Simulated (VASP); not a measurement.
## Si: single point with HSE06

Si:

```
Si
1.0
     0.00000    2.71356    2.71356
     2.71356    0.00000    2.71356
     2.71356    2.71356    0.00000
Si
2
Direct
  0.75000 0.75000 0.75000
  0.50000 0.50000 0.50000
```

- Program: VASP 6.6.1
- Task: single point
- Functional: HSE06
- Potentials or basis: VASP PAW PBE potentials, release 64 (Si)
- Cutoff: 520 eV
- k mesh: 6 × 6 × 6
- Occupations: fermi-dirac, width 0.02 eV
- Spin: no spin polarisation
- Grid for exact exchange (PRECFOCK): Fast
- Screening parameter: 0.2 1/A
- Further INCAR settings: ALGO = Normal; EDIFF = 1e-07

```
Pressure               : 0.4 GPa
Band gap on the k mesh : 1.30 eV, indirect (least direct gap 3.34 eV)
```

Levels at points of the mesh, in eV from the valence-band top:
| k point | band 1 | band 2 | band 3 | band 4 | band 5 | band 6 | band 7 | band 8 |
| --- | --- | --- | --- | --- | --- | --- | --- | --- |
| (0.00, 0.00, 0.00) | -13.31 | 0.00 | 0.00 | 0.00 | 3.34 | 3.34 | 3.34 | 4.37 |
| (0.50, 0.00, 0.00) | -10.71 | -7.73 | -1.31 | -1.31 | 2.27 | 4.16 | 4.16 | 8.64 |
| (0.50, 0.50, 0.00) | -8.68 | -8.68 | -3.14 | -3.14 | 1.30 | 1.30 | 11.53 | 11.53 |

Run time: 29 s on 4 MPI ranks on Intel(R) Xeon(R) Platinum 8488C (Sapphire Rapids) (shared host), peak memory 0.24 GiB a rank.

Caveat: the PAW data sets were made with another functional, which shifts forces and pressure a little. A k mesh can miss the band edges.
